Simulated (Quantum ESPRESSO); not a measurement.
Zr:

```
Zr
1.0
     3.23200    0.00000    0.00000
    -1.61600    2.79899    0.00000
     0.00000    0.00000    5.14700
Zr
2
Direct
  0.66667 0.33333 0.75000
  0.33333 0.66667 0.25000
```

* Program: Quantum ESPRESSO 7.5
* Task: phonons
* Functional: PBEsol
* Potentials or basis: GBRV 1.5 PBEsol
* Cutoff: 612 eV
* Density cutoff: 4898 eV
* k mesh: 6 × 6 × 4
* Occupations: cold, width 0.2 eV
* Spin: no spin polarisation
* Target pressure: 15 GPa
* Mixing beta: 0.5
* Most SCF iterations: 120
* SCF threshold: 4e-10 Ry

The cell and the atoms were relaxed first at 15 GPa, to 19.73 Å³/atom (a = 3.043 Å, b = 3.043 Å, c = 4.919 Å, α = 90.00°, β = 90.00°, γ = 120.00°), and the response was taken there.

```
CELL_PARAMETERS angstrom
3.04309 0.00000 0.00000
-1.52155 2.63539 0.00000
0.00000 0.00000 4.91948
ATOMIC_POSITIONS crystal
Zr 0.66667 0.33333 0.75000
Zr 0.33333 0.66667 0.25000
```

What is the highest optical frequency at the zone centre?

203 cm⁻¹, a mode of symmetry B1g (silent).

Optical modes at Γ, degenerate ones joined:
| cm⁻¹ | components | symmetry | active in |
| --- | --- | --- | --- |
| 49 | 2 | E2g | Raman |
| 203 | 1 | B1g | silent |

Caveat: the k mesh is coarse (spacing up to 0.37 Å⁻¹), so the values aren't converged; the mesh is thin for the phonons of a metal; the volume moved by over 15 % at a fixed basis, so the end points are rough; the cell is more than 3 GPa from zero pressure, which shifts response properties.
